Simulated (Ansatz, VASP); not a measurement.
Be in VASP and in Ansatz

```
CELL_PARAMETERS angstrom
-1.25014 1.25014 1.25014
1.25014 -1.25014 1.25014
1.25014 1.25014 -1.25014
ATOMIC_POSITIONS crystal
Be 0.00000 0.00000 0.00000
```

Alike in both runs: functional PBE; k mesh 21 × 21 × 21; occupations fermi-dirac, width 0.08 eV; no spin polarisation.

Ansatz relaxed the structure, and its values are those at the end. VASP's run is a single point on that final structure, the one shown.

```csv
,VASP,Ansatz
version,VASP 6.6.1,Ansatz 0.2.0
potentials or method,"VASP PAW PBE potentials, release 64 (Be)","PAW with Ansatz's default frozen-core files, scalar-relativistic"
plane-wave cutoff (eV),520,420
valence electrons in the cell,2,2
```

```csv
,VASP,Ansatz,Ansatz less VASP
pressure (GPa),0.2,0.0,-0.16
```
